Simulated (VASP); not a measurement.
VASP 6.6.1 run: SnTe

INCAR

```
LASPH = .TRUE.
LCHARG = .FALSE.
IBRION = -1
SIGMA = 0.02
ISMEAR = -1
PREC = Accurate
GGA = PS
LREAL = .FALSE.
ISIF = 2
NBANDS = 17
NELM = 91
EDIFF = 1E-6
LWAVE = .FALSE.
NSW = 0
ENCUT = 520
```

KPOINTS

```
KPOINTS created by Atomic Simulation Environment
0
Gamma
8 8 8
0 0 0
```

POSCAR

```
Sn Te
 1.0000000000000000
     0.0000000000000000    3.1893303423607891    3.1893303423607891
     3.1893303423607891    0.0000000000000000    3.1893303423607891
     3.1893303423607891    3.1893303423607891   -0.0000000000000000
 Sn  Te
   1   1
Cartesian
 -0.0000000000000000  0.0000000000000000 -0.0000000000000000
  3.1893303423607891  3.1893303423607891  3.1893303423607891
```

The recommended PBE PAW datasets give the neutral cell 20 valence electrons.

Command

```
mpirun -np 1 vasp_std
```

Problem. How does this run end, and what does it give?

Solution. It converged. Results: gap between bands v and c on the k mesh 0.04 eV; least direct gap on the k mesh 0.04 eV; pressure -1.9 GPa. Band v is the last that the valence electrons fill when counted band by band, and c is the next.

OSZICAR

```
N       E                     dE             d eps       ncg     rms          rms(c)
DAV:   1     0.124119659372E+03    0.12412E+03   -0.93808E+03   988   0.134E+03
DAV:   2     0.372849888687E+01   -0.12039E+03   -0.11768E+03  1026   0.329E+02
DAV:   3    -0.802579066457E+01   -0.11754E+02   -0.11667E+02  1221   0.903E+01
DAV:   4    -0.837629640770E+01   -0.35051E+00   -0.35021E+00  1179   0.162E+01
DAV:   5    -0.838988826647E+01   -0.13592E-01   -0.13591E-01  1441   0.315E+00    0.433E+00
DAV:   6    -0.832485610518E+01    0.65032E-01   -0.14551E-01  1323   0.281E+00    0.277E+00
DAV:   7    -0.832279140746E+01    0.20647E-02   -0.50080E-02  1255   0.124E+00    0.808E-01
DAV:   8    -0.832238492472E+01    0.40648E-03   -0.67260E-03  1255   0.673E-01    0.156E-01
DAV:   9    -0.832243422055E+01   -0.49296E-04   -0.62208E-04  1321   0.206E-01    0.312E-02
DAV:  10    -0.832242120861E+01    0.13012E-04   -0.64044E-05  1333   0.666E-02    0.244E-02
DAV:  11    -0.832242109961E+01    0.10900E-06   -0.32752E-05  1338   0.461E-02    0.282E-02
DAV:  12    -0.832242105006E+01    0.49559E-07   -0.24925E-06  1003   0.108E-02
   1 F= -.83224211E+01 E0= -.83222355E+01  d E =-.371167E-03
```

For comparison, a separate PBEsol run of the intended cell, on usual settings and not on those above, gives a gap of 0.04 eV on its mesh and a pressure of -1.8 GPa.
